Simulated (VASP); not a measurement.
## Ga2O3: lattice, stiffness and zone-centre modes

What lattice, stiffness and vibrations does Ga2O3 have at one level of theory? The starting structure is a computed structure from the Materials Project. All runs use LDA.

Main program and level: VASP 6.6.1; Kohn-Sham DFT with plane waves and PAW; LDA.

## 1. Set-up

Symmetry: R-3c, No. 167, trigonal system. The conventional cell has a = 4.997 Å, b = 4.997 Å, c = 13.451 Å, α = 90.00°, β = 90.00°, γ = 120.00°. Ga has 6 O at 1.93 to 2.08 Å nearest. Nearest to O lie 4 Ga at 1.93 to 2.08 Å. Farther neighbours and most contacts between anions are not listed.

## 2. Relaxation

This run starts from the cell of an earlier relaxation, which isn't shown; the restart sets up the plane waves anew.

File INCAR:

```
SYSTEM = Ga2O3
PREC = Accurate
ENCUT = 560
EDIFF = 1E-07
NELM = 100
ISMEAR = 0
SIGMA = 0.03
LREAL = .FALSE.
ALGO = Normal
GGA = CA
NBANDS = 54
LORBIT = 11
LWAVE = .FALSE.
LCHARG = .FALSE.
KPAR = 8
IBRION = 2
NSW = 50
ISIF = 3
EDIFFG = -0.002
```

File POSCAR:

```
Ga2O3
1.0
    2.4817958700      1.4328655137      4.4443306304
   -2.4817958700      1.4328655137      4.4443306304
    0.0000000000     -2.8657310274      4.4443306304
Ga O
4 6
Direct
    0.3557231773      0.3557231773      0.3557231773
    0.1442768227      0.1442768227      0.1442768227
    0.6442768227      0.6442768227      0.6442768227
    0.8557231773      0.8557231773      0.8557231773
    0.5525208458      0.9474791542      0.2500000000
    0.9474791542      0.2500000000      0.5525208458
    0.2500000000      0.5525208458      0.9474791542
    0.0525208458      0.7500000000      0.4474791542
    0.4474791542      0.0525208458      0.7500000000
    0.7500000000      0.4474791542      0.0525208458
```

File KPOINTS:

```
Automatic mesh
0
Gamma
6 6 6
0 0 0
```

PAW data sets: Ga_d and O (LDA family, release 64).

Command:

```
$ mpirun -np 8 vasp_std
```

The log of the run:

```text
[banner, memory and clock lines left out]
running    8 mpi-ranks, on    1 nodes
 distrk:  each k-point on    1 cores,    8 groups
 distr:  one band on    1 cores,    1 groups

 POSCAR found type information on POSCAR GaO
 POSCAR found :  2 types and      10 ions
|                                                                             |
|           W    W    AA    RRRRR   N    N  II  N    N   GGGG   !!!           |
|           W    W   A  A   R    R  NN   N  II  NN   N  G    G  !!!           |
|           W    W  A    A  R    R  N N  N  II  N N  N  G       !!!           |
|           W WW W  AAAAAA  RRRRR   N  N N  II  N  N N  G  GGG   !            |
|           WW  WW  A    A  R   R   N   NN  II  N   NN  G    G                |
|           W    W  A    A  R    R  N    N  II  N    N   GGGG   !!!           |
|                                                                             |
|     For optimal performance we recommend to set                             |
|       NCORE = 2 up to number-of-cores-per-socket                            |
|     NCORE specifies how many cores store one orbital (NPAR=cpu/NCORE).      |
|     This setting can greatly improve the performance of VASP for DFT.       |
|     The default, NCORE=1 might be grossly inefficient on modern             |
|     multi-core architectures or massively parallel machines. Do your        |
|     Unfortunately you need to use the default for GW and RPA                |
|     calculations (for HF NCORE is supported but not extensively tested      |
|     yet).                                                                   |
|                                                                             |

 LDA part: xc-table for (Slater(with rela. corr.)+CA(PZ))
 , standard interpolation
 POSCAR, INCAR and KPOINTS ok, starting setup
 FFT: planning ... GRIDC
 FFT: planning ... GRID_SOFT
 FFT: planning ... GRID
 WAVECAR not read
 entering main loop
       N       E                     dE             d eps       ncg     rms          rms(c)
DAV:   1     0.122702004917E+04    0.12270E+04   -0.41960E+04  4140   0.321E+03
DAV:   2     0.202959117236E+03   -0.10241E+04   -0.96623E+03  3464   0.848E+02
DAV:   3    -0.554083059765E+02   -0.25837E+03   -0.25174E+03  4010   0.273E+02
DAV:   4    -0.759446090777E+02   -0.20536E+02   -0.20318E+02  4252   0.833E+01
DAV:   5    -0.767168185789E+02   -0.77221E+00   -0.77079E+00  4612   0.166E+01    0.166E+01
DAV:   6    -0.683649329916E+02    0.83519E+01   -0.28887E+01  6270   0.616E+01    0.452E+00
DAV:   7    -0.684067766654E+02   -0.41844E-01   -0.29186E+00  3866   0.974E+00    0.312E+00
DAV:   8    -0.683103041857E+02    0.96472E-01   -0.53122E-01  5056   0.539E+00    0.130E+00
DAV:   9    -0.682779604745E+02    0.32344E-01   -0.18569E-01  5508   0.480E+00    0.157E-01
DAV:  10    -0.682784902974E+02   -0.52982E-03   -0.11810E-02  4858   0.106E+00    0.534E-02
DAV:  11    -0.682785013473E+02   -0.11050E-04   -0.13651E-03  4472   0.470E-01    0.219E-02
DAV:  12    -0.682785152995E+02   -0.13952E-04   -0.22047E-04  4204   0.123E-01    0.149E-02
DAV:  13    -0.682785143118E+02    0.98770E-06   -0.26160E-05  5004   0.295E-02    0.214E-03
DAV:  14    -0.682785143430E+02   -0.31152E-07   -0.15862E-06  3966   0.814E-03    0.144E-03
DAV:  15    -0.682785142364E+02    0.10658E-06   -0.23916E-07  3020   0.109E-02    0.742E-04
DAV:  16    -0.682785142271E+02    0.92714E-08   -0.91597E-08  2246   0.483E-03
   1 F= -.68278514E+02 E0= -.68278514E+02  d E =-.682785E+02
 curvature:   0.00 expect dE= 0.000E+00 dE for cont linesearch  0.000E+00
 trial: gam= 0.00000 g(F)=  0.164E-07 g(S)=  0.339E-05 ort = 0.000E+00 (trialstep = 0.100E+01)
 search vector abs. value=  0.341E-05
 reached required accuracy - stopping structural energy minimisation
```

Wall time 22 s (8 MPI ranks of AMD EPYC 9R45, shared host); peak memory 2.4 GiB; 2.9 min of CPU time.

The logs omit lines about the potential files and the build; timing stands in the text.

From OUTCAR (step 2):

```text
ion  position               nearest neighbor table
   1  0.356  0.356  0.356-   8 1.92   9 1.92  10 1.92   5 2.06   7 2.06   6 2.06   2 2.82
   2  0.144  0.144  0.144-  10 1.92   9 1.92   8 1.92   5 2.06   7 2.06   6 2.06   1 2.82
   3  0.644  0.644  0.644-   6 1.92   5 1.92   7 1.92   9 2.06   8 2.06  10 2.06   4 2.82
   4  0.856  0.856  0.856-   7 1.92   5 1.92   6 1.92   9 2.06   8 2.06  10 2.06   3 2.82
   5  0.553  0.947  0.250-   3 1.92   4 1.92   1 2.06   2 2.06
   6  0.947  0.250  0.553-   3 1.92   4 1.92   1 2.06   2 2.06
   7  0.250  0.553  0.947-   4 1.92   3 1.92   1 2.06   2 2.06
   8  0.053  0.750  0.447-   1 1.92   2 1.92   3 2.06   4 2.06
   9  0.447  0.053  0.750-   1 1.92   2 1.92   3 2.06   4 2.06
  10  0.750  0.447  0.053-   2 1.92   1 1.92   3 2.06   4 2.06

  LATTYP: Found a trigonal (rhomboedric) cell.
 ALAT       =     5.2881460904
 COS(alpha) =     0.5594905578

 Subroutine GETGRP returns: Found 12 space group operations
 (whereof  6 operations were pure point group operations)

The static configuration has the point symmetry S_6 .
 The point group associated with its full space group is D_3d.

 Found     32 irreducible k-points:

   k-points           NKPTS =     32   k-points in BZ     NKDIM =     32   number of bands    NBANDS=     54

   dimension x,y,z NGX =    42 NGY =   42 NGZ =   42
   dimension x,y,z NGXF=    84 NGYF=   84 NGZF=   84

   ENCUT  =  560.0 eV  41.16 Ry    6.42 a.u.  10.20 10.20 10.20*2*pi/ulx,y,z

   NELECT =      88.0000    total number of electrons

 k-points in reciprocal lattice and weights: Automatic mesh
   0.00000000  0.00000000  0.00000000       0.005
   0.16666667  0.00000000  0.00000000       0.028
   0.33333333  0.00000000  0.00000000       0.028
   0.50000000  0.00000000  0.00000000       0.014
   0.16666667  0.16666667  0.00000000       0.028
   0.33333333  0.16666667 -0.00000000       0.056
   0.50000000  0.16666667 -0.00000000       0.056
  -0.33333333  0.16666667 -0.00000000       0.056
  -0.16666667  0.16666667  0.00000000       0.028
[...]
-0.33333333  0.50000000  0.33333333       0.028
   0.50000000  0.50000000  0.50000000       0.005

 average (electrostatic) potential at core
       1 -64.4717       2 -64.4717       3 -64.4717       4 -64.4717       5 -70.0224
       6 -70.0224       7 -70.0224       8 -70.0224       9 -70.0224      10 -70.0224

 E-fermi :   4.6382

 k-point     1 :       0.0000    0.0000    0.0000
  band No.  band energies     occupation
    ...
     40       4.1025      2.00000
     41       4.1411      2.00000
     42       4.1411      2.00000
     43       4.1904      2.00000
     44       4.1904      2.00000
     45       7.4376      0.00000
     46      11.1361      0.00000
     47      11.2067      0.00000
     48      13.3129      0.00000
     49      14.6515      0.00000
    ...

 k-point     2 :       0.1667    0.0000    0.0000
  band No.  band energies     occupation
    ...
     40       3.8898      2.00000
     41       3.9171      2.00000
     42       4.0078      2.00000
     43       4.2637      2.00000
     44       4.3846      2.00000
     45       8.2627      0.00000
     46      11.0435      0.00000
     47      11.5870      0.00000
     48      12.9517      0.00000
     49      13.7916      0.00000
    ...

 k-point     3 :       0.3333    0.0000    0.0000
  band No.  band energies     occupation
    ...
     40       3.4869      2.00000
     41       3.7081      2.00000
     42       3.7862      2.00000
     43       4.2602      2.00000
     44       4.4054      2.00000
     45       9.7259      0.00000
     46      10.9275      0.00000
     47      11.6068      0.00000
     48      12.2199      0.00000
     49      13.6454      0.00000
    ...

  Total       -0.0171020     -0.0171020     -0.0108481      0.0000000     -0.0000000      0.0000000
  in kB       -0.2889532     -0.2889532     -0.1832888      0.0000000     -0.0000000      0.0000000
  external PRESSURE =      -0.2537317 kB  Pullay stress =       0.0000000 kB

  energy-cutoff  :      560.00
  volume of cell :       94.83
      direct lattice vectors                 reciprocal lattice vectors
     2.481795870  1.432865514  4.444330630     0.201467013  0.116317034  0.075001921
    -2.481795870  1.432865514  4.444330630    -0.201467013  0.116317034  0.075001921
     0.000000000 -2.865731027  4.444330630     0.000000000 -0.232634068  0.075001921

 POSITION                                       TOTAL-FORCE (eV/Angst)
 -----------------------------------------------------------------------------------
      0.00000      0.00000      4.74285        -0.000000      0.000000      0.000125
      0.00000      0.00000      1.92364        -0.000000     -0.000000     -0.000125
      0.00000      0.00000      8.59014        -0.000000     -0.000000     -0.000125
      0.00000      0.00000     11.40935        -0.000000      0.000000      0.000125
     -0.98021      1.43287      7.77758        -0.000215      0.000000      0.000000
      1.73100      0.13245      7.77758         0.000108      0.000186      0.000000
     -0.75079     -1.56532      7.77758         0.000108     -0.000186      0.000000
     -1.73100     -0.13245      5.55541        -0.000108     -0.000186      0.000000
      0.98021     -1.43287      5.55541         0.000215      0.000000      0.000000
      0.75079      1.56532      5.55541        -0.000108      0.000186      0.000000
 -----------------------------------------------------------------------------------
    total drift:                               -0.000000      0.000000      0.000000

  FREE ENERGIE OF THE ION-ELECTRON SYSTEM (eV)
  ---------------------------------------------------
  free  energy   TOTEN  =       -68.2785142271 eV

  energy  without entropy=      -68.2785142271  energy(sigma->0) =      -68.27851423

 reached required accuracy - stopping structural energy minimisation

 total charge
# of ion       s       p       d       tot
------------------------------------------
    1        0.685   0.773  10.274  11.732
    2        0.685   0.773  10.274  11.732
    3        0.685   0.773  10.274  11.732
    4        0.685   0.773  10.274  11.732
    5        1.544   3.508   0.000   5.052
    6        1.544   3.508   0.000   5.052
    7        1.544   3.508   0.000   5.052
    8        1.544   3.508   0.000   5.052
    9        1.544   3.508   0.000   5.052
   10        1.544   3.508   0.000   5.052
--------------------------------------------------
tot         12.006  24.138  41.097  77.242

[... 3 further parts left out ...]
```

CONTCAR:

```
Ga2O3
   1.00000000000000
     2.4817958700000000    1.4328655136999999    4.4443306303999996
    -2.4817958700000000    1.4328655136999999    4.4443306303999996
     0.0000000000000000   -2.8657310273999999    4.4443306303999996
  Ga              O
     4     6
Direct
     0.3557231772999998    0.3557231772999998    0.3557231772999998
     0.1442768227000002    0.1442768227000002    0.1442768227000002
     0.6442768227000002    0.6442768227000002    0.6442768227000002
     0.8557231772999998    0.8557231772999998    0.8557231772999998
     0.5525208457999966    0.9474791542000034    0.2500000000000000
     0.9474791542000034    0.2500000000000000    0.5525208457999966
     0.2500000000000000    0.5525208457999966    0.9474791542000034
     0.0525208457999966    0.7500000000000000    0.4474791542000034
     0.4474791542000034    0.0525208457999966    0.7500000000000000
     0.7500000000000000    0.4474791542000034    0.0525208457999966
```

The run keeps the 12 symmetry operations of its start, so it cannot find a distortion of lower symmetry.

The relaxed cell holds 9.483 Å³ an atom, with a = 4.964 Å (-0.7 % against the database cell) and c = 13.333 Å (-0.9 % against the database cell). Pressures at 0.985 and 1.015 times this volume, from two more relaxations that aren't shown, give a bulk modulus of 237.5 GPa.

## 3. Elastic constants

File INCAR:

```
SYSTEM = Ga2O3
PREC = Accurate
ENCUT = 800
EDIFF = 1E-08
NELM = 100
ISMEAR = 0
SIGMA = 0.03
LREAL = .FALSE.
ALGO = Normal
GGA = CA
NBANDS = 54
LORBIT = 11
LWAVE = .FALSE.
LCHARG = .FALSE.
KPAR = 8
IBRION = 6
NFREE = 2
POTIM = 0.015
ISIF = 3
NSW = 1
```

POSCAR is that of step 2.

KPOINTS is that of step 2.

Command:

```
$ mpirun -np 8 vasp_std
```

The log of the run:

```text
[banner, memory and clock lines left out]
running    8 mpi-ranks, on    1 nodes
[...]
[... a notice as in an earlier step ...]

 LDA part: xc-table for (Slater(with rela. corr.)+CA(PZ))
 , standard interpolation
 POSCAR, INCAR and KPOINTS ok, starting setup
[...]
entering main loop
       N       E                     dE             d eps       ncg     rms          rms(c)
DAV:   1     0.144608269470E+04    0.14461E+04   -0.51574E+04  4108   0.399E+03
DAV:   2     0.265098443721E+03   -0.11810E+04   -0.11107E+04  3496   0.103E+03
DAV:   3    -0.483488421616E+02   -0.31345E+03   -0.30452E+03  3958   0.324E+02
DAV:   4    -0.756299092018E+02   -0.27281E+02   -0.26965E+02  4158   0.987E+01
[...]
DAV:  15    -0.683215601459E+02    0.99266E-07   -0.22703E-07  4812   0.945E-03    0.676E-04
DAV:  16    -0.683215601382E+02    0.76961E-08   -0.12379E-07  5104   0.522E-03    0.226E-04
DAV:  17    -0.683215601404E+02   -0.21973E-08   -0.38812E-08  3420   0.199E-03
   1 F= -.68321560E+02 E0= -.68321560E+02  d E =-.258144E-18
[...]
4 F= -.68293237E+02 E0= -.68293237E+02  d E =-.259565E-16
   5 F= -.68290248E+02 E0= -.68290248E+02  d E =-.394533E-20
   6 F= -.68296516E+02 E0= -.68296516E+02  d E =-.357990E-13
   7 F= -.68294022E+02 E0= -.68294022E+02  d E =-.194188E-20
   8 F= -.68312309E+02 E0= -.68312309E+02  d E =-.327713E-19
   9 F= -.68312309E+02 E0= -.68312309E+02  d E =-.368335E-19
  10 F= -.68314289E+02 E0= -.68314289E+02  d E =-.348203E-18
  11 F= -.68314237E+02 E0= -.68314237E+02  d E =-.166598E-20
  12 F= -.68314274E+02 E0= -.68314274E+02  d E =-.124134E-19
  13 F= -.68314274E+02 E0= -.68314274E+02  d E =-.122764E-19
  14 F= -.68319609E+02 E0= -.68319609E+02  d E =-.268580E-19
  15 F= -.68319574E+02 E0= -.68319574E+02  d E =-.447239E-19
  16 F= -.68319972E+02 E0= -.68319972E+02  d E =-.416450E-18
  17 F= -.68319951E+02 E0= -.68319951E+02  d E =-.310203E-18
  18 F= -.68319932E+02 E0= -.68319932E+02  d E =-.691641E-21
  19 F= -.68319913E+02 E0= -.68319913E+02  d E =-.306538E-18
  20 F= -.68319703E+02 E0= -.68319703E+02  d E =-.241886E-19
  21 F= -.68319703E+02 E0= -.68319703E+02  d E =-.244855E-19
  22 F= -.68320219E+02 E0= -.68320219E+02  d E =-.481905E-18
  23 F= -.68320219E+02 E0= -.68320219E+02  d E =-.479114E-18
 Finite differences progress:
  Degree of freedom:  11/ 11
  Displacement:        2/  2
  Total:              22/ 22
```

Run time: 31 min. Hardware: 8 MPI ranks; peak memory 11 GiB.

Parts of OUTCAR (step 3):

```text
  Total        0.0277431      0.0270755      0.0431404      0.0550907     -0.0006808     -0.0366275
  in kB        0.4687456      0.4574653      0.7288963      0.9308078     -0.0115029     -0.6188553
  external PRESSURE =       0.5517024 kB  Pullay stress =       0.0000000 kB

 POSITION                                       TOTAL-FORCE (eV/Angst)
 -----------------------------------------------------------------------------------
      0.00000      0.00000      4.74285         0.004610     -0.001321     -0.012097
      0.00000      0.00000      1.92364        -0.006692     -0.001170     -0.013794
      0.00000      0.00000      8.59014        -0.020446      0.030428     -0.019756
      0.00000      0.00000     11.40935         0.021240      0.031885     -0.020528
     -0.98021      1.43287      7.76258         0.001258     -0.079781      0.178231
      1.73100      0.13245      7.77758         0.001499      0.004951      0.008157
     -0.75079     -1.56532      7.77758        -0.001573      0.004992      0.008258
     -1.73100     -0.13245      5.55541        -0.019390     -0.018886     -0.035667
      0.98021     -1.43287      5.55541        -0.000266      0.047490     -0.057079
      0.75079      1.56532      5.55541         0.019759     -0.018588     -0.035726
 -----------------------------------------------------------------------------------
    total drift:                                0.000001     -0.000085      0.000116

  FREE ENERGIE OF THE ION-ELECTRON SYSTEM (eV)
  ---------------------------------------------------
  free  energy   TOTEN  =       -68.3202189807 eV

  energy  without entropy=      -68.3202189807  energy(sigma->0) =      -68.32021898

[... 1 part as in an earlier step ...]

[... 2 further parts left out ...]
[key lines of the parts left out:]
E-fermi :   4.6361
```

The last energy, forces and stress in OUTCAR belong to the last displaced cell, not to that of POSCAR.

The elastic tensor has C11 = 416.4, C12 = 190.7, C44 = 91.1 GPa, among others; its Hill averages are a bulk modulus of 239.7 and a shear modulus of 104.6 GPa.

(Part 1 of 2 ends here.)

[Lines on the potential files, build, host, timing and source positions are cut from VASP's logs without a mark.]

[Logs are printed without paths, hosts, clocks, repeated set-up lines and the standing remarks that a program may print on its own settings, such as how far it seeks lower states.]

[Hosts, paths, dates, database ids (printed as entryN), source tags and the programs' standing remarks are cut or masked in the printed files.]
